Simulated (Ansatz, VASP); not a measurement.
# Cross-check of HfN (HfN strained to the junction's net) between VASP and Ansatz

Wanted: the spread between two codes on one cell, functional and k mesh. The cell is generated by rule, not measured, and may not be a known phase. The structure shown is the end of the Ansatz relaxation below.

Main program and level: Ansatz 0.2.0; plane waves, with VASP 6.6.1 beside it; single point at PBE.

## Step 1: Set-up

It takes space group I4/mmm (No. 139, tetragonal). The conventional cell has a = 3.111 Å, b = 3.111 Å, c = 4.602 Å, α = 90.00°, β = 90.00°, γ = 90.00°. Nearest to N lie 6 Hf at 2.20 to 2.30 Å. Hf has 6 N at 2.20 to 2.30 Å nearest. Farther neighbours and most contacts between anions are not listed.

Coordinates:

```cif
data_structure
_symmetry_space_group_name_H-M 'I4/mmm'
_symmetry_Int_Tables_number 139
_cell_length_a 3.1110
_cell_length_b 3.1110
_cell_length_c 4.6023
_cell_angle_alpha 90.000
_cell_angle_beta 90.000
_cell_angle_gamma 90.000
_cell_volume 44.54
loop_
_atom_site_label
_atom_site_type_symbol
_atom_site_symmetry_multiplicity
_atom_site_Wyckoff_symbol
_atom_site_fract_x
_atom_site_fract_y
_atom_site_fract_z
_atom_site_occupancy
N1 N 2 a 0.00000 0.00000 0.00000 1
Hf1 Hf 2 b 0.50000 0.50000 0.00000 1
```

## Step 2: Ansatz: relaxation, PBE

Ansatz runs on its default PAW (the set named soft_2) files.

This run makes the geometry at which the two programs are then compared.

Contents of input.yaml:

```yaml
crystal:
  lattice:
    - [3.111, 0.0, 0.0]
    - [0.0, 3.111, 0.0]
    - [0.0, 0.0, 4.6212671252]
  atoms:
    - { symbol: "N", position: [0.0, 0.0, 0.0] }
    - { symbol: Hf, position: [0.5, 0.5, 0.0] }
    - { symbol: "N", position: [0.5, 0.5, 0.5] }
    - { symbol: Hf, position: [0.0, 0.0, 0.5] }
kpoints:
  mp_grid: { grid: [12, 12, 7] }
scf:
  occupations: { method: fermi_dirac, width: 0.1 }
  max_iter: 150
hamiltonian:
  xc: pbe
relax:
  f_tol: 0.01
  max_steps: 40
  cell: { fix: [a, b, angles] }
```

Run with:

```
$ ansatz run input.yaml --threads 4 --pin off --max-ram 12288MiB --backend cpu --events-out ev --progress --plain --runs-dir out
```

Numbers of over 12 decimals in the logs are rounded to 6 here.

The log of the run:

```text
Engine: ansatz 0.2.0, aarch64-unknown-linux-gnu
Pseudopotentials: kind: paw
Pseudopotential: N, paw, valence charge 5, recommended cutoff 420 eV (normal), N.paw.azcp
Pseudopotential: Hf, paw, valence charge 26, recommended cutoff 420 eV (normal), Hf.paw.azcp
Functional definition: PBE
  parameter kappa = 0.804
  parameter beta = 0.066725
  exchange = pbe_x(kappa = kappa, mu = beta*pi^2/3)
  correlation = pbe_c(beta = beta)
Crystal: 4 atoms, lattice volume = 44.726 Å³
Basis set: ecut = 420 eV, 879 PW (Γ), exchange–correlation on 48×48×64 points (8 copies of the dense FFT grid, shifted against one another)
Bands: 38, of which v1, the nominal top of the filled ones, is band 31 counted from 1 (30 counted from 0)
Symmetry: 32 space group operations
Space group: I4/mmm (ITA 139), of the structure as read, at distance tolerance 3.5e-5 Å
k-points: 112 of 1008
Non-local potential: N, projectors of the file, l = 0: 2, l = 1: 2, l = 2: 1
Non-local potential: Hf, projectors of the file, l = 0: 3, l = 1: 2, l = 2: 2, l = 3: 3
PAW form: soft (Blöchl's): semilocal exchange-correlation on the pseudo side does not see the compensation charge
PAW one-centre angular grid: N, 110 points (default); XC on 64 Gauss nodes
PAW one-centre angular grid: Hf, 590 points (default); XC on 64 Gauss nodes
Initial density: superposition of atomic densities (neutral atoms: chi_scale 0, normalization atom), corrected by the library's trained network
Initial wavefunctions: pseudopotential atomic-orbital guess
Functional: x = pbe(κ = 0.804, μ = 0.219515), c = pbe(β = 0.066725)
SCF iter   1: F=—  HF=-32217.171665 eV  |F-HF|=—  |Δ(HF+E_count)|=         —  Δρ=4.72e-3  dr2=1.14e-2  ethr=1.77e-3  ⟨swp⟩=4.8  Hψ=13436  notcnv=0  defer=6
preconditioner: auto → Kerker (q_TF=auto, 2.881 Å⁻¹)  [metal: Δε(μ)=0.104 eV  Ē_g=18.407 eV  σ=0.100 eV  W_gap=0.25  n_scr=20 (ndim 8)  ℏωp=42.3 eV  f_vac=0.000  D(μ)=1.07/eV (n_scr^D=6)]
SCF iter   2: F=—  HF=-32217.169116 eV  |F-HF|=—  |Δ(HF+E_count)|=   2.55e-3  Δρ=1.47e-3  dr2=7.48e-4  ethr=1.83e-5  ⟨swp⟩=2.0  Hψ=7219  notcnv=0  defer=19
SCF iter   3: F=—  HF=-32217.168832 eV  |F-HF|=—  |Δ(HF+E_count)|=   2.83e-4  Δρ=7.41e-4  dr2=1.57e-4  ethr=1.21e-6  ⟨swp⟩=2.3  Hψ=6688  notcnv=0  defer=19
SCF iter   4: F=—  HF=-32217.168798 eV  |F-HF|=—  |Δ(HF+E_count)|=   3.38e-5  Δρ=3.14e-4  dr2=2.26e-5  ethr=2.54e-7  ⟨swp⟩=2.0  Hψ=7667  notcnv=0  defer=19
SCF iter   5: F=—  HF=-32217.168634 eV  |F-HF|=—  |Δ(HF+E_count)|=   1.65e-4  Δρ=7.45e-5  dr2=1.36e-6  ethr=3.65e-8  ⟨swp⟩=2.0  Hψ=7417  notcnv=0  defer=19
SCF iter   6: F=—  HF=-32217.168633 eV  |F-HF|=—  |Δ(HF+E_count)|=   3.69e-7  Δρ=1.60e-5  dr2=8.69e-8  ethr=1.61e-10  ⟨swp⟩=3.6  Hψ=19982  notcnv=0
SCF iter   7: F=-32217.168633 eV  HF=-32217.168633 eV  |F-HF|=2.74e-9  |Δ(HF+E_count)|=   2.00e-8  Δρ=4.23e-6  dr2=6.09e-9  ethr=1.40e-10  ⟨swp⟩=4.5  Hψ=15754  notcnv=0
SCF 1 converged in 7 iterations: F = -32217.168633 eV  dr2 = 6.09e-9
  greatest PAW one-centre occupation: 0.998 electrons in one spin orbital (limit 2), on the Hf atom at site 3 (counted from 0), in its partial waves of l = 0
relax step   1: F+E_penalty+E_count = -32217.16863342 eV  Δ(F+E_penalty+E_count) = +0.000e0 eV  max|allowed force component| = 3.402e-29 eV/Å  Δτ_max = 0.0000 Å  P = +16.397 GPa  Ω = 44.726 Å³  fix = [a, b, alpha, beta, gamma]  reactions: a +25.687, b +25.687 GPa  (7 SCF iters, dr2 threshold 1.00e-7 eV, accepted)
[...]
relax step   2: F+E_penalty+E_count = -32217.17049828 eV  Δ(F+E_penalty+E_count) = -1.865e-3 eV  max|allowed force component| = 1.726e-28 eV/Å  Δτ_max = 0.0000 Å  P = +17.676 GPa  Ω = 44.515 Å³  energy of the carried Pulay correction = +6.279e-4 eV  fix = [a, b, alpha, beta, gamma]  reactions: a +26.350, b +26.350 GPa  (5 SCF iters, dr2 threshold 4.00e-7 eV, accepted)
[...]
relax step   3: F+E_penalty+E_count = -32217.17044353 eV  Δ(F+E_penalty+E_count) = +5.475e-5 eV  max|allowed force component| = 1.103e-28 eV/Å  Δτ_max = 0.0000 Å  P = +17.507 GPa  Ω = 44.543 Å³  energy of the carried Pulay correction = +5.457e-4 eV  fix = [a, b, alpha, beta, gamma]  reactions: a +26.261, b +26.261 GPa  (3 SCF iters, dr2 threshold 2.68e-7 eV, accepted)
[...]
relax step   4: F+E_penalty+E_count = -32217.16989394 eV  Δ(F+E_penalty+E_count) = +5.496e-4 eV  max|allowed force component| = 1.675e-28 eV/Å  Δτ_max = 0.0000 Å  P = +17.491 GPa  Ω = 44.543 Å³  fix = [a, b, alpha, beta, gamma]  reactions: a +26.252, b +26.252 GPa  stress off target by 3.09e-2 GPa on what of the cell is left free  SCF on the basis re-selected at this cell (its energy is not comparable with the rows above)  (6 SCF iters)
basis re-selected at this cell: Δ(F+E_penalty+E_count) = +5.496e-4 eV, ΔP = -0.015 GPa vs the last step (what re-selecting the basis moved, of the pressure what is left beyond the Pulay correction that the steps carried, after the strain that the cell walked since its last selection, with what the two solves' SCF thresholds leave and, on support functions, any second-order correction that the steps lacked; it is no m [...]
SCF converged after 6 iterations
Free energy (F): -32217.169894 eV
Harris-Foulkes:  -32217.169894 eV  (|F-HF|=1.46e-11)
Internal energy: -32217.134335 eV  (E = F + TS)
E sigma→0 (E₀):  -32217.152114 eV
Entropy (-TS):   -0.035559 eV (-8.890 meV/atom)
Fermi energy:    24.778119 eV
--- Per-component energies (eV) ---
  E_band       = 420.891389
  E_kinetic    = 1120.960206
  E_local      = -9249.290148  (includes V_loc(G=0)·N_el)
  E_nonlocal   = -2395.781866
  E_hartree    = 4416.160817
  E_xc         = -725.591055
  E_vxc        = -692.752487  (∫ρ·V_xc dr)
  E_paw        = -14111.230965  (= ΣΔE_a)
  E_vpaw       = 2805.434040  (= ΣTr[D̂ρ^β])
  E_aug_tail   = 0.000192  (compensation charges beyond the density's cutoff)
  E_ewald      = -11272.361515
  E_smearing   = -0.035559  (= −TS)
  E_closure    = 0.000000  (closes the sum)
  Σ components = -32217.169894   (vs F -32217.169894, Δ=0.00e0)
--- Forces (eV/Å), atoms counted from 1 ---
  atom   1  N     -0.00000000    -0.00000000     0.00000000
  atom   2  Hf    -0.00000000    -0.00000000     0.00000000
  atom   3  N     -0.00000000    -0.00000000    -0.00000000
  atom   4  Hf    -0.00000000    -0.00000000     0.00000000
  max |Σ_I F_I| component: 8.95e-28 eV/Å
--- Stress (GPa, compression-positive) ---
       26.252134       0.000000       0.000000
        0.000000      26.252134       0.000000
        0.000000       0.000000      -0.030880
  P = ⅓ Tr σ = 17.4911 GPa (174.911 kbar)
--- Relaxed structure (3 steps of the walk, 3 accepted, 1 SCFs on fresh bases) ---
  F+E_penalty+E_count = -32217.16989394 eV   max|allowed force component| = 1.675e-28 eV/Å   (the final SCF, on the basis selected at the relaxed cell)
  cell:  # Å, volume = 44.5428 Å³
    - [3.111, 0, 0.0]
    - [0, 3.111, 0.0]
    - [0.0, 0.0, 4.602324]
  atoms:
    - { symbol: N, position: [0, 0, 0] }
    - { symbol: Hf, position: [0.5, 0.5, 0] }
    - { symbol: N, position: [0.5, 0.5, 0.500000] }
    - { symbol: Hf, position: [0, 0, 0.500000] }
```

## Step 3: VASP: single point, PBE

The same cell, functional, mesh and smearing now go to VASP, with its own data sets.

Lines of VASP's logs that name or quote its potential files are left out, and so is its time.

Contents of INCAR:

```
SYSTEM = HfN
PREC = Accurate
ENCUT = 600
EDIFF = 1E-06
NELM = 120
ISMEAR = -1
SIGMA = 0.1
LREAL = .FALSE.
ALGO = Normal
GGA = PE
NBANDS = 21
LASPH = .TRUE.
LORBIT = 11
LWAVE = .FALSE.
LCHARG = .FALSE.
ISIF = 2
GGA_COMPAT = .FALSE.
```

Contents of POSCAR:

```
HfN
1.0
    3.1110000000      0.0000000000      0.0000000000
    0.0000000000      3.1110000000      0.0000000000
    0.0000000000      0.0000000000      4.6023236273
N Hf
2 2
Direct
    0.0000000000      0.0000000000      0.0000000000
    0.5000000000      0.5000000000      0.5000000000
    0.5000000000      0.5000000000      0.0000000000
    0.0000000000      0.0000000000      0.5000000000
```

Contents of KPOINTS:

```
Automatic mesh
0
Gamma
12 12 7
0 0 0
```

PAW data sets: N and Hf_pv (PBE family, release 64).

Run with:

```
$ mpirun -np 1 vasp_std
```

The log of the run:

```text
[banner, memory and clock lines left out]
running    1 mpi-ranks, on    1 nodes
 distrk:  each k-point on    1 cores,    1 groups
 distr:  one band on    1 cores,    1 groups

 POSCAR found type information on POSCAR N Hf
 POSCAR found :  2 types and       4 ions
 LDA part: xc-table for (Slater+PW92), standard interpolation
 POSCAR, INCAR and KPOINTS ok, starting setup
 FFT: planning ... GRIDC
 FFT: planning ... GRID_SOFT
 FFT: planning ... GRID
 WAVECAR not read
 entering main loop
       N       E                     dE             d eps       ncg     rms          rms(c)
DAV:   1     0.128003207393E+03    0.12800E+03   -0.18352E+04  4704   0.160E+03
DAV:   2    -0.425505982834E+02   -0.17055E+03   -0.16265E+03  5973   0.365E+02
DAV:   3    -0.493011694940E+02   -0.67506E+01   -0.66609E+01  6044   0.584E+01
DAV:   4    -0.493751873149E+02   -0.74018E-01   -0.73700E-01  5888   0.639E+00
DAV:   5    -0.493765461230E+02   -0.13588E-02   -0.13580E-02  6034   0.638E-01    0.752E+01
DAV:   6    -0.434621362568E+02    0.59144E+01   -0.31588E+01  5469   0.310E+01    0.599E+01
DAV:   7    -0.433724980872E+02    0.89638E-01   -0.18481E+00  5549   0.890E+00    0.303E+01
DAV:   8    -0.433569279707E+02    0.15570E-01   -0.85281E-02  5767   0.246E+00    0.625E+00
DAV:   9    -0.433471761517E+02    0.97518E-02   -0.53794E-02  5648   0.136E+00    0.324E+00
DAV:  10    -0.433460530750E+02    0.11231E-02   -0.49504E-03  5798   0.472E-01    0.280E-01
DAV:  11    -0.433460737673E+02   -0.20692E-04   -0.25002E-04  5732   0.123E-01    0.757E-02
DAV:  12    -0.433460715158E+02    0.22515E-05   -0.88695E-06  5942   0.224E-02    0.110E-02
DAV:  13    -0.433460719145E+02   -0.39871E-06   -0.54522E-07  3794   0.552E-03
   1 F= -.43346072E+02 E0= -.43328388E+02  d E =-.353676E-01
```

Parts of OUTCAR (step 3):

```text
ion  position               nearest neighbor table
   1  0.000  0.000  0.000-   3 2.20   3 2.20   3 2.20   3 2.20   4 2.30   4 2.30
   2  0.500  0.500  0.500-   4 2.20   4 2.20   4 2.20   4 2.20   3 2.30   3 2.30
   3  0.500  0.500  0.000-   1 2.20   1 2.20   1 2.20   1 2.20   2 2.30   2 2.30   4 3.18   4 3.18
                             4 3.18   4 3.18   4 3.18   4 3.18   4 3.18   4 3.18
   4  0.000  0.000  0.500-   2 2.20   2 2.20   2 2.20   2 2.20   1 2.30   1 2.30   3 3.18   3 3.18
                             3 3.18   3 3.18   3 3.18   3 3.18   3 3.18   3 3.18

  LATTYP: Found a simple tetragonal cell.
 ALAT       =     3.1110000000
 C/A-ratio  =     1.4793711435

 Subroutine GETGRP returns: Found 16 space group operations
 (whereof 16 operations were pure point group operations)

The static configuration has the point symmetry D_4h.

 Found    112 irreducible k-points:

   k-points           NKPTS =    112   k-points in BZ     NKDIM =    112   number of bands    NBANDS=     21

   dimension x,y,z NGX =    28 NGY =   28 NGZ =   40
   dimension x,y,z NGXF=    56 NGYF=   56 NGZF=   80

   ENCUT  =  600.0 eV  44.10 Ry    6.64 a.u.   6.21  6.21  9.19*2*pi/ulx,y,z

   NELECT =      30.0000    total number of electrons

 k-points in reciprocal lattice and weights: Automatic mesh
   0.00000000  0.00000000  0.00000000       0.001
   0.08333333  0.00000000  0.00000000       0.004
   0.16666667  0.00000000  0.00000000       0.004
   0.25000000  0.00000000  0.00000000       0.004
   0.33333333  0.00000000  0.00000000       0.004
   0.41666667  0.00000000  0.00000000       0.004
   0.50000000  0.00000000  0.00000000       0.002
   0.08333333  0.08333333  0.00000000       0.004
   0.16666667  0.08333333  0.00000000       0.008
[...]
0.50000000  0.41666667  0.42857143       0.008
   0.50000000  0.50000000  0.42857143       0.002

 average (electrostatic) potential at core
       1 -61.2621       2 -61.2621       3 -34.2153       4 -34.2153

 E-fermi :   8.7185

 k-point     1 :       0.0000    0.0000    0.0000
  band No.  band energies     occupation
    ...
     14       5.7082      2.00000
     15       5.7082      2.00000
     16       7.9934      1.99858
     17       8.5219      1.75440
     18       8.5219      1.75440
     19       9.7499      0.00007
     20      11.1047      0.00000
     21      11.5302      0.00000

 k-point     2 :       0.0833    0.0000    0.0000
  band No.  band energies     occupation
    ...
     14       5.3433      2.00000
     15       5.8003      2.00000
     16       8.3603      1.94589
     17       8.5937      1.55391
     18       8.6037      1.51841
     19       9.8276      0.00003
     20      11.6501      0.00000
     21      11.9873      0.00000

 k-point     3 :       0.1667    0.0000    0.0000
  band No.  band energies     occupation
    ...
     12       4.2999      2.00000
     13       4.5640      2.00000
     14       4.8392      2.00000
     15       6.7641      2.00000
     16       8.8027      0.60206
     17       8.8467      0.43438
     18       9.1691      0.02183
     19      10.0578      0.00000
     20      12.9556      0.00000
     21      13.0824      0.00000

  Total        6.5688794      6.5688794     -0.6761205      0.0000000     -0.0000000      0.0000000
  in kB      236.2787673    236.2787673    -24.3196595      0.0000000     -0.0000000      0.0000000
  external PRESSURE =     149.4126251 kB  Pullay stress =       0.0000000 kB

  energy-cutoff  :      600.00
  volume of cell :       44.54
      direct lattice vectors                 reciprocal lattice vectors
     3.111000000  0.000000000  0.000000000     0.321440051  0.000000000  0.000000000
     0.000000000  3.111000000  0.000000000     0.000000000  0.321440051  0.000000000
     0.000000000  0.000000000  4.602323627     0.000000000  0.000000000  0.217281548

 POSITION                                       TOTAL-FORCE (eV/Angst)
 -----------------------------------------------------------------------------------
      0.00000      0.00000      0.00000        -0.000000     -0.000000      0.000000
      1.55550      1.55550      2.30116        -0.000000     -0.000000      0.000000
      1.55550      1.55550      0.00000         0.000000      0.000000     -0.000000
      0.00000      0.00000      2.30116        -0.000000     -0.000000      0.000000
 -----------------------------------------------------------------------------------
    total drift:                                0.000000      0.000000      0.000000

  FREE ENERGIE OF THE ION-ELECTRON SYSTEM (eV)
  ---------------------------------------------------
  free  energy   TOTEN  =       -43.3460719145 eV

  energy  without entropy=      -43.3107043346  energy(sigma->0) =      -43.32838812

 total charge
# of ion       s       p       d       tot
------------------------------------------
    1        1.235   2.530   0.000   3.765
    2        1.235   2.530   0.000   3.765
    3        0.303   6.621   1.828   8.752
    4        0.303   6.621   1.828   8.752
--------------------------------------------------
tot          3.076  18.302   3.657  25.034

[... 3 further parts left out ...]
```

The run ends at a pressure of 14.94 GPa.

## Step 4: Comparison

Known differences besides the potentials themselves: the data sets hold 62 valence electrons in Ansatz (on its default PAW (the set named soft_2) files) and 30 in VASP; the cutoff is 420 eV in Ansatz and 600 eV in VASP; Ansatz's pressure holds a Pulay correction, VASP's none. Total energies have different zeros and are not compared.

Both answers:

```csv
quantity,Ansatz,VASP,difference
pressure (GPa),17.49,14.94,+2.55
```

## Step 5: Results

```json
{"difference in pressure (single point, PBE)": "2.5 GPa"}
```

**Reading.** The difference in pressure is 2.5 GPa (single point, PBE), beyond the 1 GPa picked in this series as the mark of a large difference. The data sets hold unlike numbers of valence electrons (62 in Ansatz and 30 in VASP), so part of the differences comes from the potentials. What causes the difference of the single point, PBE pair stays open here. Such differences can come from data sets, numerical settings and the points named under the comparisons, not from the functional's error against experiment.

[Lines on the potential files, build, host, timing and source positions are cut from VASP's logs without a mark.]

[Logs are printed without paths, hosts, clocks, repeated set-up lines and the standing remarks that a program may print on its own settings, such as how far it seeks lower states.]

[Hosts, paths, dates, database ids (printed as entryN), source tags and the programs' standing remarks are cut or masked in the printed files.]
